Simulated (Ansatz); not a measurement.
Crystal: ZrC.

```
CELL_PARAMETERS angstrom
0.00000 2.36500 2.36500
2.36500 0.00000 2.36500
2.36500 2.36500 0.00000
ATOMIC_POSITIONS crystal
Zr 0.50000 0.50000 0.50000
C 0.00000 0.00000 0.00000
```

| Item | Value |
| --- | --- |
| Program | Ansatz 0.2.0 |
| Task | single point |
| Functional | PBE |
| Potentials or basis | Ansatz PAW |
| Cutoff | 420 eV (not typed: the program's choice for these potentials) |
| k mesh | 10 × 10 × 10 |
| Occupations | fermi-dirac, width 0.05 eV |
| Spin | no spin polarisation |

On this cell: pressure -2.9 GPa; largest force zero by symmetry; band gap on the k mesh none (metal or under the smearing width).

The same run follows on a disturbed copy (atoms moved at random, drawn with an rms of 0.05 Å):

```xyz
2
Lattice="0.0000 2.3650 2.3650 2.3650 0.0000 2.3650 2.3650 2.3650 0.0000" Properties=species:S:1:pos:R:3 pbc="T T T"
Zr    2.3705    2.3569    2.3320
C     0.0399    0.0252   -0.0370
```

**Question.** What does the disturbed cell give?

**Answer.** The energy (extrapolated to zero smearing) moves by +3.9 meV/atom; pressure -2.7 GPa; largest force 0.308 eV/Å; band gap on the k mesh none (metal or under the smearing width).

Forces in eV/Å, atoms in the order of the input:
```
Zr   0.220  0.213 -0.026
C   -0.220 -0.213  0.026
```

Stress tensor (GPa, compression positive):
```
-2.65 -0.14  0.02
-0.14 -2.66  0.02
 0.02  0.02 -2.91
```
